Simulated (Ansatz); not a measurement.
A 2-atom cell of KF started from a crystallographic database at its r2SCAN geometry, run in the PAW code Ansatz at 4 levels of theory. (Simulation; spin polarisation is off.)

The LDA input:
```yaml
crystal:
  lattice:
    - [0.0, 2.658956675, 2.658956675]
    - [2.658956675, 0.0, 2.658956675]
    - [2.658956675, 2.658956675, 0.0]
  atoms:
    - { symbol: K, position: [0.0, 0.0, 0.0] }
    - { symbol: F, position: [0.5, 0.5, 0.5] }
kpoints:
  mp_grid: { grid: [8, 8, 8] }
  band_path:
    path:
      - [0.0, 0.0, 0.0]
      - [0.5, 0.0, 0.5]
      - [0.625, 0.25, 0.625]
      - [0.375, 0.375, 0.75]
      - [0.5, 0.5, 0.5]
      - [0.5, 0.25, 0.75]
    npoints: 1
hamiltonian:
  xc: lda
scf:
  occupations: { method: fixed }
  n_extra_bands: 4
output:
  forces: true
  stress: true
  eigenvalues: true
```

Main results, then, where recorded, the levels near the gap in eV from the Fermi energy (columns number the bands from 0), one row a point of the path (Γ, X, U, K, L, W):
```
Crystal: 2 atoms, lattice volume = 37.598 Å³
Symmetry: 48 space group operations
Space group: Fm-3m (ITA 225)
```
```
Basis set: ecut = 420 eV, 725 PW (Γ)
k-points: 29 of 512
SCF converged after 6 iterations
Free energy (F): -2292.744656 eV
Fermi energy:    1.108622 eV
--- Stress (GPa, compression-positive) ---
       -3.119920       0.000000       0.000000
        0.000000      -3.119920       0.000000
        0.000000       0.000000      -3.119920
  P = ⅓ Tr σ = -3.1199 GPa (-31.199 kbar)
```
```tsv
band_4	band_5	band_6	band_7	band_8	band_9	band_10
-9.051	0.000	0.000	0.000	5.882	10.568	10.568
-9.290	-0.203	-0.052	-0.052	7.935	10.215	11.503
-9.218	-0.358	-0.205	-0.190	8.709	10.494	11.008
-9.218	-0.358	-0.205	-0.190	8.709	10.494	11.008
-9.091	-0.858	-0.378	-0.378	8.854	10.326	12.019
-9.145	-0.436	-0.160	-0.160	9.505	9.505	11.148
```

LDA gives a direct gap of 5.88 eV at Γ.

r2SCAN. Against the first input these blocks differ (the band path and keys that only write files left aside):
```yaml
hamiltonian:
  xc: r2scan
```

```
Basis set: ecut = 500 eV, 941 PW (Γ)
k-points: 29 of 512
SCF converged after 6 iterations
Free energy (F): -2355.191670 eV
Fermi energy:    1.015651 eV
--- Stress (GPa, compression-positive) ---
        0.006166       0.000000       0.000000
        0.000000       0.006166       0.000000
        0.000000       0.000000       0.006166
  P = ⅓ Tr σ = 0.0062 GPa (0.062 kbar)
```
```tsv
band_4	band_5	band_6	band_7	band_8	band_9	band_10
-9.472	0.000	0.000	0.000	6.908	11.499	11.499
-9.693	-0.189	-0.047	-0.047	8.794	11.313	12.526
-9.625	-0.327	-0.190	-0.175	9.576	11.417	12.084
-9.625	-0.327	-0.190	-0.175	9.576	11.417	12.084
-9.508	-0.778	-0.350	-0.350	9.746	11.348	12.967
-9.562	-0.402	-0.147	-0.147	10.385	10.385	12.212
```

r2SCAN gives a direct gap of 6.91 eV at Γ. The mean stress is close to zero (0.01 GPa).

Problem. Another run on the same cell gave
```
Basis set: ecut = 420 eV, 725 PW (Γ)
k-points: 16 of 216
hybrid outer 1: dexx = +4.795e-3 eV, tail = 7.32e-6 eV
hybrid outer 2: dexx = +1.604e-7 eV, tail = 9.77e-9 eV, Δε = 1.87e-3 eV
hybrid SCF converged: 2 outer / 9 inner (+2 warm-up)
Free energy (F): -2349.833024 eV
Fermi energy:    -0.445654 eV
--- Stress (GPa, compression-positive) ---
        0.924902       0.000000       0.000000
        0.000000       0.924902       0.000000
        0.000000       0.000000       0.924902
  P = ⅓ Tr σ = 0.9249 GPa (9.249 kbar)
```
```tsv
band_4	band_5	band_6	band_7	band_8	band_9	band_10
-9.442	0.000	0.000	0.000	9.039	13.874	13.874
-9.677	-0.189	-0.050	-0.050	11.136	13.526	14.845
-9.603	-0.342	-0.202	-0.175	11.929	13.791	14.354
-9.603	-0.342	-0.202	-0.175	11.929	13.791	14.354
-9.475	-0.809	-0.371	-0.371	12.081	13.577	15.426
-9.529	-0.430	-0.148	-0.148	12.756	12.756	14.504
```
Which level of theory and mesh gave it?

Solution. It is PBE0, judged by the exchange loop and the size of the gap (a near hybrid could fit too), on 6×6×6; the blocks that differ from the first input, but for the band path:
```yaml
kpoints:
  mp_grid: { grid: [6, 6, 6] }
hamiltonian:
  xc: pbe0
```
With PBE0 the gap is 9.04 eV and direct, at Γ. At this geometry PBE0 finds +0.9 GPa, compression counted positive: its own equilibrium volume is larger. (The program warns that its thresholds are loose for a hybrid's stress.)

Problem. In the first input these blocks are replaced (the band path and keys that only write files left aside):
```yaml
kpoints:
  mp_grid: { grid: [6, 6, 6] }
hamiltonian:
  xc: r2scan0
```
What comes out?

Solution.
```
Basis set: ecut = 500 eV, 941 PW (Γ)
k-points: 16 of 216
hybrid outer 1: dexx = +2.742e-3 eV, tail = 3.87e-6 eV
hybrid outer 2: dexx = +7.057e-8 eV, tail = 1.46e-8 eV, Δε = 1.10e-3 eV
hybrid SCF converged: 2 outer / 10 inner (+2 warm-up)
Free energy (F): -2354.653933 eV
Fermi energy:    -0.850597 eV
--- Stress (GPa, compression-positive) ---
       -0.408230       0.000000       0.000000
        0.000000      -0.408230       0.000000
        0.000000       0.000000      -0.408230
  P = ⅓ Tr σ = -0.4082 GPa (-4.082 kbar)
```
```tsv
band_4	band_5	band_6	band_7	band_8	band_9	band_10
-9.480	0.000	0.000	0.000	9.420	14.388	14.388
-9.718	-0.179	-0.045	-0.045	11.472	14.135	15.182
-9.643	-0.334	-0.197	-0.167	12.276	14.146	14.974
-9.643	-0.334	-0.197	-0.167	12.276	14.146	14.974
-9.513	-0.797	-0.365	-0.365	12.443	13.940	16.005
-9.569	-0.423	-0.140	-0.140	13.110	13.110	15.134
```
With r2SCAN0 the gap is 9.42 eV and direct, at Γ. The mean stress, -0.4 GPa, is small, and the program warns that its thresholds are loose for a hybrid's stress.

Small level splittings and stresses of the hybrids carry the error of their coarser meshes.

Totals of different functionals can't be compared.

The meshes of the hybrids are coarse, so their gaps aren't converged to the digits shown.
